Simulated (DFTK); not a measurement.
**Sb in DFTK: convergence with k mesh**

Crystal: Sb.

```xyz
2
Lattice="4.5067 0.0000 0.0000 2.4472 3.7843 0.0000 2.4472 1.3318 3.5422" Properties=species:S:1:pos:R:3 pbc="T T T"
Sb    7.2061    3.9215    2.7152
Sb    2.1951    1.1946    0.8271
```

* Program: DFTK 0.8.2
* Task: convergence study
* Functional: PBEsol
* Potentials or basis: dojo.nc.sr.pbesol.v0_4_1.standard.upf (PBEsol)
* Cutoff: 1088 eV
* k mesh: 1 × 1 × 1
* Occupations: fermi-dirac, width 0.15 eV
* Spin: no spin polarisation

These are the settings of the first run; the series varies k mesh, with any setting tied to it.

Hardware: 1 thread of Intel(R) Xeon(R) Platinum 8488C (Sapphire Rapids) (shared host).

**Question.** The values tried are 1 × 1 × 1, 2 × 2 × 2, 4 × 4 × 4, 5 × 5 × 5, 6 × 6 × 6, 7 × 7 × 7, 9 × 9 × 9, 10 × 10 × 10, loosest first. From which on does the pressure stay within 0.1 GPa of the tightest run that finished?

**Answer.** From 4 × 4 × 4 on.

| k mesh | energy less the tightest run, at zero smearing (meV/atom) | pressure (GPa) | largest force (eV/Å) | SCF cycles |
| --- | --- | --- | --- | --- |
| 1 × 1 × 1 | 4427.57 | 43.53 | 2.652 | 12 |
| 2 × 2 × 2 | 978.77 | 6.55 | 1.899 | 11 |
| 4 × 4 × 4 | -25.62 | 0.02 | 0.082 | 11 |
| 5 × 5 × 5 | -20.27 | -0.10 | 0.058 | 11 |
| 6 × 6 × 6 | -8.69 | 0.01 | 0.082 | 10 |
| 7 × 7 × 7 | -8.49 | -0.02 | 0.160 | 10 |
| 9 × 9 × 9 | -1.49 | -0.02 | 0.186 | 10 |
| 10 × 10 × 10 | 0.00 | -0.01 | 0.194 | 10 |

Not settled before the last step: the energy (to 1 meV/atom), the largest force (to 0.005 eV/Å). Meshes of other sizes hit other points, so gaps and Fermi surfaces needn't settle smoothly. The tightest run that finished is the yardstick and may itself not be fully converged.

The run has no spin-orbit coupling, so splittings on Sb are missing.
